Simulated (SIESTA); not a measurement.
**GaN: band structure with PBE**

**What was measured.**

From a printed reference work, textbook, for a bulk crystal of GaN at 0 K: band gap 3.299 eV (direct).

GaN:

```
Ga N
1.0
     0.00000    2.25350    2.25350
     2.25350    0.00000    2.25350
     2.25350    2.25350    0.00000
Ga N
1 1
Direct
  0.00000 0.00000 0.00000
  0.25000 0.25000 0.25000
```

The cell is a database's computed one.

- Program: SIESTA 5.4.2
- Task: band structure
- Functional: PBE
- Potentials or basis: SPMS 1.0 (PBE files) or PseudoDojo by element
- Basis: DZP (energy shift 0.002 Ry; radii capped at 9.5 bohr)
- Grid cutoff: 800 Ry
- Energy shift: 0.002 Ry
- k mesh: 10 × 10 × 10
- Occupations: fermi-dirac, width 0.05 eV
- Spin: no spin polarisation

```
Pressure                : 10.4 GPa
Band gap on the k mesh  : 1.71 eV, direct
Band gap along the path : 1.71 eV, direct
```

Levels at the corners of the path, in eV from the valence-band top:
| point | band 5 | band 6 | band 7 | band 8 | band 9 | band 10 | band 11 | band 12 | band 13 | band 14 |
| --- | --- | --- | --- | --- | --- | --- | --- | --- | --- | --- |
| Γ | -13.84 | -13.84 | 0.00 | 0.00 | 0.00 | 1.71 | 10.18 | 10.18 | 10.18 | 22.91 |
| X | -13.76 | -11.82 | -6.28 | -2.83 | -2.83 | 3.33 | 7.22 | 12.25 | 14.30 | 14.30 |
| W | -13.82 | -11.56 | -5.87 | -3.80 | -3.80 | 6.55 | 8.62 | 10.48 | 11.57 | 15.66 |
| K | -13.80 | -11.68 | -6.05 | -4.40 | -2.28 | 5.15 | 8.02 | 11.39 | 13.34 | 14.24 |
| Γ | -13.84 | -13.84 | 0.00 | 0.00 | 0.00 | 1.71 | 10.18 | 10.18 | 10.18 | 22.91 |
| L | -13.79 | -12.33 | -7.23 | -1.04 | -1.04 | 4.60 | 9.21 | 10.71 | 10.71 | 17.47 |
| U | -13.80 | -11.68 | -6.05 | -4.40 | -2.28 | 5.15 | 8.02 | 11.39 | 13.34 | 14.24 |
| W | -13.82 | -11.56 | -5.87 | -3.80 | -3.80 | 6.55 | 8.62 | 10.48 | 11.57 | 15.66 |
| L | -13.79 | -12.33 | -7.23 | -1.04 | -1.04 | 4.60 | 9.21 | 10.71 | 10.71 | 17.47 |
| K | -13.80 | -11.68 | -6.05 | -4.40 | -2.28 | 5.15 | 8.02 | 11.39 | 13.34 | 14.24 |
| U | -13.80 | -11.68 | -6.05 | -4.40 | -2.28 | 5.15 | 8.02 | 11.39 | 13.34 | 14.24 |
| X | -13.76 | -11.82 | -6.28 | -2.83 | -2.83 | 3.33 | 7.22 | 12.25 | 14.30 | 14.30 |

It took 87 s on 1 thread of Intel(R) Xeon(R) 6975P-C (Granite Rapids), with other jobs on the host, peak memory 0.37 GiB.

Against the measured gap of GaN, 3.299 eV (direct; 0 K; a printed reference work, textbook), the calculated 1.71 eV is off by -1.59 eV. Spin-orbit coupling on Ga is left out. The value is that of PBE in an atomic basis (SPMS 1.0 (PBE files) or PseudoDojo by element, DZP (energy shift 0.002 Ry; radii capped at 9.5 bohr)), whose error adds to the functional's,, without temperature or zero-point motion. Semilocal functionals fall short of measured gaps as a rule. The cell is a database's relaxed one, not the measured one, which moves gaps too.

Caveat: semicore shells carry a single zeta, which can move pressures by several GPa and volumes by a few percent; the basis of atomic orbitals isn't converged, which shifts pressures, moduli and gaps.
